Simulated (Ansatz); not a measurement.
# Ga under changes of volume

One of the cells (18.191 Å³/atom); the others are scaled copies at fixed shape and fractional positions:

```xyz
2
Lattice="2.7784 0.0000 0.0000 0.0000 3.2816 0.0000 -1.3434 0.0000 3.9903" Properties=species:S:1:pos:R:3 pbc="T T T"
Ga   -0.6607    2.4612    3.0732
Ga    2.0957    0.8204    0.9171
```

This isn't the form of Ga at room conditions, which is orthorhombic.

```yaml
Program: Ansatz 0.2.0
Functional: LDA
Potentials_or_basis: all-electron LAPW, scalar-relativistic
Cutoff: 251 eV (chosen from the basis error)
Basis_error_allowed: 0.001 eV/atom
k_mesh: 10 × 8 × 7
Occupations: fermi-dirac, width 0.05 eV
Spin: no spin polarisation
```

```tsv
volume (Å³/atom)	energy over the lowest point (meV/atom)	pressure (GPa)	largest force (eV/Å)
17.100	0.76	1.0	0.090
17.463	0.00	-0.4	0.082
17.827	2.32	-1.6	0.074
18.191	?	?	?
18.555	14.62	-3.7	0.057
18.919	24.15	-4.6	0.050
19.283	35.61	-5.4	0.043
```

**Question.** What does the run at 18.191 Å³/atom give?

**Answer.** Energy over the lowest point 7.28 meV/atom; pressure -2.7 GPa; largest force 0.065 eV/Å.

Worked out: A Birch-Murnaghan fit of order 3 (a polynomial in V^(-2/3)) to the other rows has its minimum at 17.36 Å³/atom with B0 = V·E''(V) = 65 GPa and B' = 4.3 at fixed shape and positions, which overstates the stiffness. It gives 7.26 meV/atom at 18.191 Å³/atom, against the run's 7.28, and -dE/dV = -2.7 GPa, against -2.7.

Energies are extrapolated to zero smearing.
